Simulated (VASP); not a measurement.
Wanted: the native input for a VASP 6.6.1 run.

* Task: single point
* Functional: r2SCAN
* Potentials or basis: VASP PAW PBE potentials, release 64 (Pb_d, O)
* Cutoff: 520 eV
* k mesh: 8 × 8 × 8
* Occupations: fermi-dirac, width 0.02 eV
* Spin: no spin polarisation
* Dipole correction: no
* Further INCAR settings: ALGO = Normal; EDIFF = 1e-07; NBANDS = 17

The system is PbO.

```xyz
2
Lattice="3.1794 0.0000 0.0000 0.0000 3.1794 0.0000 0.0000 0.0000 3.1632" Properties=species:S:1:pos:R:3 pbc="T T T"
Pb    0.0000    0.0000    0.0000
O     1.5897    1.5897    1.5816
```

The cell was built by a generator and needn't be a form met in nature.

The cell isn't the ideal one: uniaxial_z strain -0.5%.

The input as run:

POSCAR

```
PbO
1.0
    3.1793716484      0.0000000000      0.0000000000
    0.0000000000      3.1793716484      0.0000000000
    0.0000000000      0.0000000000      3.1631568530
Pb O
1 1
Direct
    0.0000000000      0.0000000000      0.0000000000
    0.5000000000      0.5000000000      0.5000000000
```

INCAR.step1

```
SYSTEM = PbO
PREC     = Accurate       ! precision mode
ENCUT    = 520            ! plane-wave cutoff, eV
ISMEAR   = -1             ! smearing method
SIGMA    = 0.02           ! smearing width, eV
LREAL    = .False.        ! projectors in reciprocal space
LASPH    = .True.         ! aspherical terms in the spheres
NELM     = 80             ! most SCF steps
NBANDS   = 17             ! bands
GGA      = PE             ! functional
ALGO     = Normal         ! electronic algorithm
EDIFF    = 1E-4           ! SCF threshold, eV
LWAVE    = .True.         ! write WAVECAR
LCHARG   = .False.        ! write CHGCAR
```

INCAR.step2

```
SYSTEM = PbO
PREC     = Accurate       ! precision mode
ENCUT    = 520            ! plane-wave cutoff, eV
EDIFF    = 1E-7           ! SCF threshold, eV
ISMEAR   = -1             ! smearing method
SIGMA    = 0.02           ! smearing width, eV
LREAL    = .False.        ! projectors in reciprocal space
LASPH    = .True.         ! aspherical terms in the spheres
NELM     = 80             ! most SCF steps
ALGO     = Normal         ! electronic algorithm
ISIF     = 2              ! what is computed and relaxed
LWAVE    = .False.        ! write WAVECAR
LCHARG   = .False.        ! write CHGCAR
METAGGA  = R2SCAN         ! meta-GGA
LMIXTAU  = .True.       
NBANDS   = 17             ! bands
ISTART   = 1
```

KPOINTS

```
Automatic mesh
0
Gamma
  8 8 8
  0 0 0
```

Potentials or basis: VASP PAW PBE potentials, release 64 (Pb_d, O).

The run is started by

```console
$ cat potpaw_PBE.64/Pb_d/POTCAR potpaw_PBE.64/O/POTCAR > POTCAR
$ cp INCAR.step1 INCAR
$ mpirun -np 1 vasp_std > vasp.out
$ cp INCAR.step2 INCAR
$ mpirun -np 1 vasp_std > vasp.out
```

It gave:

| Quantity | Value |
| --- | --- |
| Pressure | 0.8 GPa |
| Band gap on the k mesh | 0.40 eV, indirect (least direct gap 0.45 eV) |

Caveat: the PAW data sets were made with another functional, which shifts forces and pressure a little; spin-orbit coupling is left out, which as a rule narrows the gap of such compounds by several tenths of an eV.

Wall time 2.1 min on 1 thread of Intel(R) Xeon(R) Platinum 8175M CPU @ 2.50GHz (Skylake/Cascade Lake), with other jobs on the host, peak memory 0.17 GiB.
